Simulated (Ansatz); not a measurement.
**Pt: squeezing one contact**

Aim: change the length of one contact in Pt (Pt1–Pt2) by moving its two atoms, all else held, and follow energy and force. The runs shown use PAW. Its runs: shortest bond scaled by 1 (PAW); shortest bond scaled by 0.94 (PAW); shortest bond scaled by 0.82 (PAW); shortest bond scaled by 0.76 (PAW); shortest bond scaled by 0.7 (PAW and PAW (level accurate)).

Program: Ansatz 0.2.0. Level of theory: DFT PBE, with the methods named in each step. These are calculated values, not measurements.

3 further runs of the same task are left out: 1 for a known fault of the program, 2 that didn't finish.

### 1 The structure to begin with

Symmetry: P6_3/mmc, No. 194, hexagonal system. Conventional cell: a = 2.816 Å, b = 2.816 Å, c = 4.562 Å, α = 90.00°, β = 90.00°, γ = 120.00°. Pt (site symmetry -6m2) is surrounded by 12 Pt at 2.80 to 2.82 Å.

Coordinates:

```cif
data_structure
_symmetry_space_group_name_H-M 'P 1'
_symmetry_Int_Tables_number 1
_cell_length_a 2.8158
_cell_length_b 2.8158
_cell_length_c 4.5616
_cell_angle_alpha 90.000
_cell_angle_beta 90.000
_cell_angle_gamma 120.000
_cell_volume 31.32
loop_
_atom_site_label
_atom_site_type_symbol
_atom_site_fract_x
_atom_site_fract_y
_atom_site_fract_z
_atom_site_occupancy
Pt1 Pt 0.33333 0.66667 0.25000 1
Pt2 Pt 0.66667 0.33333 0.75000 1
```

Atoms are numbered in the order of the input: Pt1, Pt2.

### 2 Shortest bond scaled by 1, PAW

Input file input.yaml:

```yaml
crystal:
  lattice:
    - [2.8157965965, 0.0, 0.0]
    - [-1.4078982983, 2.4385513845, 0.0]
    - [0.0, 0.0, 4.5615904864]
  atoms:
    - { symbol: Pt, position: [0.3333333333, 0.6666666667, 0.25] }
    - { symbol: Pt, position: [0.6666666667, 0.3333333333, 0.75] }
kpoints:
  mp_grid: { grid: [12, 12, 7] }
scf:
  occupations: { method: fermi_dirac, width: 0.05 }
hamiltonian:
  xc: pbe
  pseudopotentials: { kind: paw }
output:
  forces: true
  stress: true
  eigenvalues: true
  populations: true
```

Launch:

```
$ ansatz run input.yaml --threads 1 --pin off --max-ram 2048MiB --backend cpu --events-out ev --progress --plain --runs-dir out
```

### 3 Shortest bond scaled by 0.94, PAW

Edit input.yaml of step 2 so:

```diff
@@ -6,4 +6,4 @@
   atoms:
-    - { symbol: Pt, position: [0.3333333333, 0.6666666667, 0.25] }
-    - { symbol: Pt, position: [0.6666666667, 0.3333333333, 0.75] }
+    - { symbol: Pt, position: [0.3133333333, 0.6566666667, 0.235] }
+    - { symbol: Pt, position: [0.6866666667, 0.3433333333, 0.765] }
 kpoints:
@@ -20 +20,5 @@
   populations: true
+  write_density: true
+  write_potential: true
+  elf: true
+  volumetric_format: npy
```

### 4 Shortest bond scaled by 0.82, PAW

Input file input.yaml:

```yaml
crystal:
  lattice:
    - [2.8157965965, 0.0, 0.0]
    - [-1.4078982983, 2.4385513845, 0.0]
    - [0.0, 0.0, 4.5615904864]
  atoms:
    - { symbol: Pt, position: [0.2733333333, 0.6366666667, 0.205] }
    - { symbol: Pt, position: [0.7266666667, 0.3633333333, 0.795] }
kpoints:
  mp_grid: { grid: [12, 12, 7] }
scf:
  occupations: { method: fermi_dirac, width: 0.05 }
hamiltonian:
  xc: pbe
  pseudopotentials: { kind: paw }
output:
  forces: true
  stress: true
  eigenvalues: true
  populations: true
```

### 5 Shortest bond scaled by 0.76, PAW

Edit input.yaml of step 4 so:

```diff
@@ -6,4 +6,4 @@
   atoms:
-    - { symbol: Pt, position: [0.2733333333, 0.6366666667, 0.205] }
-    - { symbol: Pt, position: [0.7266666667, 0.3633333333, 0.795] }
+    - { symbol: Pt, position: [0.2533333333, 0.6266666667, 0.19] }
+    - { symbol: Pt, position: [0.7466666667, 0.3733333333, 0.81] }
 kpoints:
@@ -20 +20,5 @@
   populations: true
+  write_density: true
+  write_potential: true
+  elf: true
+  volumetric_format: npy
```

### 6 Shortest bond scaled by 0.7, PAW

Edit input.yaml of step 5 so:

```diff
@@ -6,4 +6,4 @@
   atoms:
-    - { symbol: Pt, position: [0.2533333333, 0.6266666667, 0.19] }
-    - { symbol: Pt, position: [0.7466666667, 0.3733333333, 0.81] }
+    - { symbol: Pt, position: [0.2333333333, 0.6166666667, 0.175] }
+    - { symbol: Pt, position: [0.7666666667, 0.3833333333, 0.825] }
 kpoints:
```

### 7 Shortest bond scaled by 0.7, PAW (level accurate)

Edit input.yaml of step 6 so:

```diff
@@ -14,3 +14,3 @@
   xc: pbe
-  pseudopotentials: { kind: paw }
+  pseudopotentials: { kind: paw, level: accurate }
 output:
@@ -19,6 +19 @@
   eigenvalues: true
-  populations: true
-  write_density: true
-  write_potential: true
-  elf: true
-  volumetric_format: npy
```

(Steps that only read results are left out.)

**Question.** What will these runs give?

The runs gave:

| quantity | value |
| --- | --- |
| force along the bond, positive apart, at 1.961 Å (PAW) | 26.08 eV/Å |
| force along the bond, positive apart, at 1.961 Å (PAW (level accurate)) | 26.16 eV/Å |

At 1.96 Å the force along the bond is 26.08 eV/Å by PAW, and the energy stands 6.19 eV over the given length. With two atoms in the cell whole sublattices move, so the other contacts between the two sublattices change too; at scales over 1 some of them become the shortest. Spin-orbit coupling is left out, though the cell holds Pt; in elements this heavy it can shift bands and gaps by tenths of an eV.
